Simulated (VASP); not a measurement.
## Al: elastic constants with PBEsol

Crystal: Al.

```
Al
1.0
     0.00000    2.00789    2.00789
     2.00789    0.00000    2.00789
     2.00789    2.00789    0.00000
Al
1
Direct
  0.00000 0.00000 0.00000
```

The cell was built by a generator and needn't be a form met in nature.

* Program: VASP 6.6.1
* Task: elastic constants
* Functional: PBEsol
* Potentials or basis: VASP PAW PBE potentials, release 64 (Al)
* Cutoff: 600 eV
* k mesh: 36 × 36 × 36
* Occupations: methfessel-paxton, width 0.2 eV
* Spin: no spin polarisation
* Ions in elastic constants: relaxed
* Further INCAR settings: ALGO = Normal; EDIFF = 1e-08; IBRION = 6; POTIM = 0.015; NSW = 1; ISIF = 3

```json
{
 "Elastic constants C11, C12, C44": "124, 62, 43 GPa",
 "Voigt bulk modulus": "83 GPa"
}
```

Elastic tensor in Voigt notation (GPa, in the Cartesian axes of the cell as first typed):
```
124  62  62   0   0   0
 62 124  62   0   0   0
 62  62 124   0   0   0
  0   0   0  43   0   0
  0   0   0   0  43   0
  0   0   0   0   0  43
```

Clamped-ion elastic tensor (GPa):
```
124  62  62   0   0   0
 62 124  62   0   0   0
 62  62 124   0   0   0
  0   0   0  43   0   0
  0   0   0   0  43   0
  0   0   0   0   0  43
```

Wall time 7.1 min on 8 MPI ranks on Intel(R) Xeon(R) Platinum 8488C (Sapphire Rapids), with other jobs on the host, peak memory 2 GiB a rank.

Caveat: the PAW data sets were made with another functional, which shifts forces and pressure a little.
